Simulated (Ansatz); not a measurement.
**ZnF2: phonons and Grüneisen parameters**

Aim: phonons by finite displacements on a 1×1×1 mesh of wavevectors, at three volumes, and the mode Grüneisen parameters. Runs: cell and atoms relaxed (PAW); volume scaled by 0.980, atoms relaxed (PAW); volume scaled by 1.020, atoms relaxed (PAW); reference run (PAW); volume scaled by 0.980 (PAW); volume scaled by 1.020 (PAW); mode Grüneisen parameters (PAW); linear response at the zone centre with the field response (PAW).

Program: Ansatz 0.2.0. Level of theory: DFT LDA, frozen-core PAW, scalar-relativistic unless said. These are calculated values, not measurements.

1 further run of the same task is left out (it didn't finish).

### Step 1. The starting structure

It takes space group P4_2/mnm (No. 136, tetragonal). Conventional cell: a = 4.705 Å, b = 4.705 Å, c = 3.134 Å, α = 90.00°, β = 90.00°, γ = 90.00°. Around Zn (site symmetry mmm) lie 6 F at 2.01 to 2.05 Å. Around F (site symmetry m2m) lie 3 Zn at 2.01 to 2.05 Å.

As a file:

```
Zn F
1.0
     4.70480    0.00000    0.00000
     0.00000    4.70480    0.00000
     0.00000    0.00000    3.13380
Zn F
2 4
Direct
  0.00000 0.00000 0.00000
  0.50000 0.50000 0.50000
  0.30240 0.30240 0.00000
  0.19760 0.80240 0.50000
  0.69760 0.69760 0.00000
  0.80240 0.19760 0.50000
```

Cartesian axes are those of the input's lattice vectors. The structure goes back to a database entry.

### Step 2. Cell and atoms relaxed, PAW

Input file input.yaml:

```yaml
crystal:
  lattice:
    - [4.7048, 0.0, 0.0]
    - [0.0, 4.7048, 0.0]
    - [0.0, 0.0, 3.1338]
  atoms:
    - { symbol: Zn, position: [0.0, 0.0, 0.0] }
    - { symbol: Zn, position: [0.5, 0.5, 0.5] }
    - { symbol: F, position: [0.3024, 0.3024, 0.0] }
    - { symbol: F, position: [0.1976, 0.8024, 0.5] }
    - { symbol: F, position: [0.6976, 0.6976, 0.0] }
    - { symbol: F, position: [0.8024, 0.1976, 0.5] }
kpoints:
  mp_grid: { grid: [6, 6, 8] }
scf:
  occupations: { method: fermi_dirac, width: 0.08 }
hamiltonian:
  xc: lda
  pseudopotentials: { kind: paw }
relax:
  f_tol: 0.002
  max_steps: 80
  cell: {}
output:
  forces: true
  stress: true
```

Launch:

```sh
$ ansatz run input.yaml --threads 2 --pin off --max-ram 6144MiB --backend cpu --events-out ev --progress --plain --runs-dir out
```

### Step 4. Volume scaled by 0.980, atoms relaxed, PAW

Input file input.yaml:

```yaml
crystal:
  lattice:
    - [4.59959016006, 0.0, 0.0]
    - [0.0, 4.59959016006, 0.0]
    - [0.0, 0.0, 3.06725430839]
  atoms:
    - { symbol: Zn, position: [0.0, 0.0, 0.0] }
    - { symbol: Zn, position: [0.5, 0.5, 0.5] }
    - { symbol: F, position: [0.303274459148, 0.303274459148, 0.0] }
    - { symbol: F, position: [0.196725540852, 0.803274459148, 0.5] }
    - { symbol: F, position: [0.696725540852, 0.696725540852, 0.0] }
    - { symbol: F, position: [0.803274459148, 0.196725540852, 0.5] }
kpoints:
  mp_grid: { grid: [4, 4, 6] }
scf:
  occupations: { method: fixed }
hamiltonian:
  xc: lda
  pseudopotentials: { kind: paw }
relax:
  f_tol: 0.002
  max_steps: 80
output:
  forces: true
  stress: true
  write_density: true
  write_potential: true
  elf: true
  volumetric_format: npy
```

### Step 5. Volume scaled by 1.020, atoms relaxed, PAW

input.yaml: that of step 4 with these lines changed.

```diff
@@ -2,5 +2,5 @@
   lattice:
-    - [4.59959016006, 0.0, 0.0]
-    - [0.0, 4.59959016006, 0.0]
-    - [0.0, 0.0, 3.06725430839]
+    - [4.66133699332, 0.0, 0.0]
+    - [0.0, 4.66133699332, 0.0]
+    - [0.0, 0.0, 3.10843042056]
   atoms:
@@ -25,5 +25 @@
   stress: true
-  write_density: true
-  write_potential: true
-  elf: true
-  volumetric_format: npy
```

### Step 6. Reference run, PAW

input.yaml: that of step 5 with these lines changed.

```diff
@@ -2,5 +2,5 @@
   lattice:
-    - [4.66133699332, 0.0, 0.0]
-    - [0.0, 4.66133699332, 0.0]
-    - [0.0, 0.0, 3.10843042056]
+    - [4.63066941471, 0.0, 0.0]
+    - [0.0, 4.63066941471, 0.0]
+    - [0.0, 0.0, 3.08797962835]
   atoms:
@@ -19,7 +19,3 @@
   pseudopotentials: { kind: paw }
-relax:
-  f_tol: 0.002
-  max_steps: 80
-output:
-  forces: true
-  stress: true
+phonons:
+  supercell: [1, 1, 1]
```

### Step 7. Volume scaled by 0.980, PAW

Input file input.yaml:

```yaml
crystal:
  lattice:
    - [4.59959016006, 0.0, 0.0]
    - [0.0, 4.59959016006, 0.0]
    - [0.0, 0.0, 3.06725430839]
  atoms:
    - { symbol: Zn, position: [0.0, 0.0, 0.0] }
    - { symbol: Zn, position: [0.5, 0.5, 0.5] }
    - { symbol: F, position: [0.302733467411, 0.302733467411, 0.0] }
    - { symbol: F, position: [0.197266532589, 0.802733467411, 0.5] }
    - { symbol: F, position: [0.697266532589, 0.697266532589, 0.0] }
    - { symbol: F, position: [0.802733467411, 0.197266532589, 0.5] }
kpoints:
  mp_grid: { grid: [4, 4, 6] }
scf:
  occupations: { method: fixed }
hamiltonian:
  xc: lda
  pseudopotentials: { kind: paw }
phonons:
  supercell: [1, 1, 1]
```

### Step 8. Volume scaled by 1.020, PAW

Input file input.yaml:

```yaml
crystal:
  lattice:
    - [4.66133699332, 0.0, 0.0]
    - [0.0, 4.66133699332, 0.0]
    - [0.0, 0.0, 3.10843042056]
  atoms:
    - { symbol: Zn, position: [0.0, 0.0, 0.0] }
    - { symbol: Zn, position: [0.5, 0.5, 0.5] }
    - { symbol: F, position: [0.303891757924, 0.303891757924, 0.0] }
    - { symbol: F, position: [0.196108242076, 0.803891757924, 0.5] }
    - { symbol: F, position: [0.696108242076, 0.696108242076, 0.0] }
    - { symbol: F, position: [0.803891757924, 0.196108242076, 0.5] }
kpoints:
  mp_grid: { grid: [4, 4, 6] }
scf:
  occupations: { method: fixed }
hamiltonian:
  xc: lda
  pseudopotentials: { kind: paw }
phonons:
  supercell: [1, 1, 1]
```

### Step 10. Linear response at the zone centre with the field response, PAW

Input file input.yaml:

```yaml
crystal:
  lattice:
    - [4.63066941471, 0.0, 0.0]
    - [0.0, 4.63066941471, 0.0]
    - [0.0, 0.0, 3.08797962835]
  atoms:
    - { symbol: Zn, position: [0.0, 0.0, 0.0] }
    - { symbol: Zn, position: [0.5, 0.5, 0.5] }
    - { symbol: F, position: [0.303274459148, 0.303274459148, 0.0] }
    - { symbol: F, position: [0.196725540852, 0.803274459148, 0.5] }
    - { symbol: F, position: [0.696725540852, 0.696725540852, 0.0] }
    - { symbol: F, position: [0.803274459148, 0.196725540852, 0.5] }
kpoints:
  mp_grid: { grid: [4, 4, 6] }
scf:
  occupations: { method: fixed }
hamiltonian:
  xc: lda
  pseudopotentials: { kind: paw }
phonons:
  method: dfpt
  dielectric: true
  rigid_motions: translations
```

(Steps that only read results are left out.)

**Question.** What will these runs give? Wanted: highest mode on the mesh, without the LO shift; optical modes at Γ; ε∞.

As calculated:

| quantity | value |
| --- | --- |
| highest mode on the mesh, without the LO shift (PAW) | 533 cm⁻¹ |
| optical modes at Γ | 49 (B1g), 117 (B1u), 161 (Eu), 240 (A2g), 251 (Eu), 256 (Eg), 311 (A2u), 355 (A1g) cm⁻¹ |
| mean Grüneisen parameter at 300 K (PAW) | -0.84 |
| ε∞ | 2.59, 2.59, 2.70 |

**Reading.** No mode at Γ is unstable, and no other wavevector was sampled; the highest lies at 533 cm⁻¹ by PAW. Weighted by heat capacity at 300 K the mean Grüneisen parameter of the sampled modes is -0.84; optical modes at Γ alone don't fix the expansion. A γ over 10 in size belongs to a mode near zero frequency and has no meaning. Some modes have negative γ and soften under compression. With the field of the polar modes, the highest mode near Γ lies at 533 cm⁻¹. Each set of modes is computed in the harmonic approximation. Cautions: frozen-core PAW files fitted under PBE, their cores solved anew for the functional of the run; zone-boundary modes aren't tested.
